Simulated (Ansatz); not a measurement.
Predict the output of the script below (Ansatz 0.2.0 through its Python package).

`ecut_bn.py`:
```python
'''Convergence of BN with the plane-wave cutoff.'''

import warnings

import ansatz as az
from ase import Atoms
from tabulate import tabulate

FUNCTIONAL = 'pbesol'
KMESH = (8, 8, 8)


def main() -> None:
    warnings.simplefilter('ignore', az.DeckWarning)

    atoms = Atoms(
        ['B', 'N'],
        scaled_positions=[
            (0.99967, 0.99967, 0.99967),
            (0.33276, 0.33276, 0.33276),
        ],
        cell=[
            (1.25112, 0.72234, 3.37293),
            (-1.25112, 0.72234, 3.37293),
            (0.0, -1.44467, 3.37293),
        ],
        pbc=True,
    )
    crystal = az.Crystal.from_ase(atoms)

    setup = (
        crystal.calculation()
        .functional(FUNCTIONAL)
        .occupations(az.OccupationsMethod.FIXED)
        .kpoints(*KMESH)
    )

    rows = []
    for value in [250, 300, 350, 400, 450]:
        data = setup.basis(value).run().report
        rows.append((value, data['free_energy_ev'] / len(data['lattice']['sites']), data['n_iterations'], data['n_pw']))

    print(tabulate(rows, headers=['cutoff (eV)', 'F/atom (eV)', 'iterations', 'plane waves'], floatfmt='.4f', tablefmt='github'))

    # the last row is the reference
    for row in rows[:-1]:
        shift = 1000 * (row[1] - rows[-1][1])
        print(f'{row[0]}: {shift:+.2f} meV/atom' + ('  (within 5 meV)' if abs(shift) < 5 else ''))


if __name__ == '__main__':
    main()
```

`python ecut_bn.py` gives:
```text
|   cutoff (eV) |   F/atom (eV) |   iterations |   plane waves |
|---------------|---------------|--------------|---------------|
|           250 |     -266.2546 |            6 |           171 |
|           300 |     -266.7367 |            6 |           213 |
|           350 |     -266.8576 |            6 |           275 |
|           400 |     -266.8858 |            6 |           311 |
|           450 |     -266.8915 |            6 |           407 |
250: +636.90 meV/atom
300: +154.85 meV/atom
350: +33.89 meV/atom
400: +5.71 meV/atom
```

Notes:
- The structure comes from a database of computed cells and needn't be a stable or known phase.
- Shifts are counted from the last row, which is itself no proven limit.
- The script silences the warnings on its input, which a real study should read.
- It ran for 3.6 s on 1 thread of Arm Neoverse V2, with other jobs on the host, peak memory 0.33 GiB.
